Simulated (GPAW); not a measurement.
Crystal: Si.

```xyz
1
Lattice="2.6205 0.0000 0.0000 -1.3103 2.2695 0.0000 0.0000 0.0000 2.4664" Properties=species:S:1:pos:R:3 pbc="T T T"
Si    0.0000    0.0000    0.0000
```

This isn't the form of Si at room conditions, which is diamond.

Program: GPAW 26.7.0. Alike in all runs: no spin polarisation; cell as given; smearing fermi-dirac 0.05 eV.

Question: Order these runs on this cell by their pressure, lowest first.
A. level LDA; potentials or basis the program's PAW data sets (release 1.2.1) made for this functional, pw; k mesh 12 × 12 × 11; cutoff (eV) 600; maxiter 150; band path GMKGALHA,LM,KH; band points 100
B. level BLYP; potentials or basis PAW data sets generated in the run's folder for this functional, pw; k mesh 12 × 12 × 11; cutoff (eV) 600; maxiter 150; band path GMKGALHA,LM,KH; band points 80; eigensolver davidson
C. level PBEsol; potentials or basis PAW data sets generated in the run's folder for this functional, pw; k mesh 12 × 12 × 11; cutoff (eV) 600; maxiter 150; band path GMKGALHA,LM,KH; band points 80
D. level r2SCAN; potentials or basis GPAW PAW data sets (gpaw-data 1.2.1), pw; k mesh 9 × 9 × 9; cutoff (eV) 500; maxiter 120; convergence default

Answer: A (-0.5 GPa), C (1.0 GPa), D (3.0 GPa), B (10.7 GPa).

Caveats: the cutoff is short for stress and forces, so pressures can be off by a GPa or more (some runs); the PAW data sets were made with another functional, which shifts forces and pressure a little (some runs).

Not every run made on this cell is shown here.
